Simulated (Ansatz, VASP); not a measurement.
**One calculation of CaO, two programs**

The input INCAR:

```
  ALGO = Normal
  EDIFF = 1E-6
  ENCUT = 520
  GGA = PE
  ISIF = 2
  ISMEAR = 0
  LASPH = T
  LCHARG = F
  LREAL = F
  LWAVE = F
  NBANDS = 15
  NELM = 80
  PREC = Accurate
  SIGMA = 0.01
```

File KPOINTS:

```
k-points
0
Gamma
  8 8 8
```

The input POSCAR:

```
CaO
1.0
    0.0000000000      2.3658752852      2.3658752852
    2.3658752852      0.0000000000      2.3658752852
    2.3658752852      2.3658752852      0.0000000000
Ca O
1 1
Direct
    0.0000000000      0.0000000000      0.0000000000
    0.5000000000      0.5000000000      0.5000000000
```

Input for Ansatz:

```yaml
crystal:
  lattice:
    - [0.0, 2.3658752852, 2.3658752852]
    - [2.3658752852, 0.0, 2.3658752852]
    - [2.3658752852, 2.3658752852, 0.0]
  atoms:
    - { symbol: Ca, position: [0.0, 0.0, 0.0] }
    - { symbol: O, position: [0.5, 0.5, 0.5] }
kpoints:
  mp_grid: { grid: [8, 8, 8] }
hamiltonian:
  xc: pbe
scf:
  occupations: { method: fixed }
  n_extra_bands: 4
output:
  forces: true
  stress: true
  eigenvalues: true
```

Alike in both runs: task single point; functional PBE; k mesh 8 × 8 × 8; no spin polarisation.

```csv
,VASP,Ansatz
version,VASP 6.6.1,Ansatz 0.2.0
potentials or method,"VASP PAW PBE potentials, release 64 (Ca_sv, O)","plane waves, PAW"
plane-wave cutoff (eV),520,420
occupations,"gaussian, width 0.01 eV",fixed
valence electrons in the cell,16,16
```

```tsv
	VASP	Ansatz	Ansatz less VASP
gap on the k mesh at the Fermi level (eV)	3.62	3.64	+0.022
pressure (GPa)	8.2	7.5	-0.71
```

A k mesh can miss the band edges. PBE gaps usually lie below the measured ones, often by a third to a half.
